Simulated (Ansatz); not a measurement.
The system is Mn3Si.

```
Mn Si
1.0
     0.00000    2.86100    2.86100
     2.86100    0.00000    2.86100
     2.86100    2.86100    0.00000
Mn Si
3 1
Direct
  0.75000 0.75000 0.75000
  0.25000 0.25000 0.25000
  0.50000 0.50000 0.50000
  0.00000 0.00000 0.00000
```

- Program: Ansatz 0.2.0
- Task: relaxation of cell and atoms
- Functional: BLYP
- Dispersion: D3(BJ)
- Potentials or basis: Ansatz PAW
- Cutoff: 420 eV (not typed: the program's choice for these potentials)
- k mesh: 8 × 8 × 8
- Occupations: fermi-dirac, width 0.05 eV
- Spin: collinear spin, ferromagnetic start
- Starting moments: [4.0, 4.0, 4.0, 0.0] μB

At the start: volume 11.71 Å³/atom.

Q: Where does the relaxation end?

A: It ends after 5 steps and the volume is 10.90 Å³/atom (-6.9 %); space group Fm-3m (No. 225, to 0.05 Å); moment 1.05 μB per cell.

The path:
```
step  energy change (eV)  largest force (eV/Å)  volume (Å³)
   1              0.0000                0.0000        46.84
   2             -0.1238                0.0000        44.74
   3             -0.1423                0.0000        43.50
   4             -0.1425                0.0000        43.62
   5             -0.1418                0.0000        43.62
```

Final structure:
```
Mn Si
1.0
     0.00000    2.79391    2.79391
     2.79391    0.00000    2.79391
     2.79391    2.79391    0.00000
Mn Si
3 1
Direct
  0.75000 0.75000 0.75000
  0.25000 0.25000 0.25000
  0.50000 0.50000 0.50000
  0.00000 0.00000 0.00000
```

Caveat: the plane-wave basis is chosen anew once the cell has moved, so the energies of steps on either side of that aren't comparable; the PAW data sets come from PBE, with cores solved anew for the run's functional, which leaves a small shift of forces and pressure; the starting moments weren't kept.
